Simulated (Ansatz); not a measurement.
Predict the output of the script below (Ansatz 0.2.0 through its Python package).

Script `run_kconv.py`:
```python
"""k-point test for C."""

import ansatz
from pymatgen.core import Lattice, Structure
from pymatgen.io.ase import AseAtomsAdaptor
from tabulate import tabulate

params = {
    "functional": "pbesol",
    "smearing": "fixed",
    "scf_tol": 1e-10,
}

pmg_structure = Structure(
    Lattice([(0.0, 1.78337, 1.78337), (1.78337, 0.0, 1.78337), (1.78337, 1.78337, 0.0)]),
    ["C", "C"],
    [
        (0.0, 0.0, 0.0),
        (0.25, 0.25, 0.25),
    ],
)
system = ansatz.Crystal.from_ase(AseAtomsAdaptor.get_atoms(pmg_structure))

calculation = (
    system.calculation()
    .functional(params["functional"])
    .occupations(params["smearing"])  # no smearing
    .scf(tolerance=params["scf_tol"])
    .forces()  # minus the gradient of the free energy
    .stress()
)

rows = []
for value in [(4, 4, 4), (6, 6, 6), (8, 8, 8), (10, 10, 10), (12, 12, 12), (14, 14, 14)]:
    summary = calculation.kpoints(*value).run(threads=1).report
    rows.append((value, summary["free_energy_ev"] / len(summary["lattice"]["sites"]), summary["n_iterations"], sum(summary["stress_gpa"][i][i] for i in range(3)) / 3, max(abs(f) for row in summary["forces_ev_ang"] for f in row), summary["n_kpoints"]))

print(tabulate(rows, headers=["mesh", "F/atom (eV)", "iterations", "P (GPa)", "max component (eV/A)", "k-points"], floatfmt=".4f", tablefmt="plain"))

# the last row is the reference
for row in rows[:-1]:
    shift = 1000 * (row[1] - rows[-1][1])
    print(f"{row[0]}: {shift:+.2f} meV/atom" + ("  (within 1 meV)" if abs(shift) < 1 else ""))
```

```console
$ python run_kconv.py
DeckWarning: basis.ecutwfc = 420 eV, auto-derived from the records' recommended cutoffs: set by C (normal level)
mesh            F/atom (eV)    iterations    P (GPa)    max component (eV/A)    k-points
(4, 4, 4)         -246.5990             6    -3.5669                  0.0000           8
(6, 6, 6)         -246.6621             6    -4.7684                  0.0000          16
(8, 8, 8)         -246.6666             6    -4.7938                  0.0000          29
(10, 10, 10)      -246.6669             6    -4.8172                  0.0000          47
(12, 12, 12)      -246.6671             6    -4.8003                  0.0000          72
(14, 14, 14)      -246.6670             6    -4.8065                  0.0000         104
(4, 4, 4): +68.04 meV/atom
(6, 6, 6): +4.92 meV/atom
(8, 8, 8): +0.45 meV/atom  (within 1 meV)
(10, 10, 10): +0.07 meV/atom  (within 1 meV)
(12, 12, 12): -0.06 meV/atom  (within 1 meV)
```
(Warnings from the package without file and line.)

From 8×8×8 on it stays within 1 meV an atom of the value at 14×14×14; the first row (4×4×4) is off by 68.0 meV and the last but one by 0.06 meV. The pressure moves from -3.57 to -4.81 GPa.

Forces vanish by symmetry here and test nothing. Pressure is positive in compression. Shifts are counted from the finest mesh, which is itself no proven limit. By the engine's processor time: 1.9 s on 1 thread of Intel(R) Xeon(R) Processor @ 2.30GHz, with other jobs on the host, peak memory 0.5 GiB.
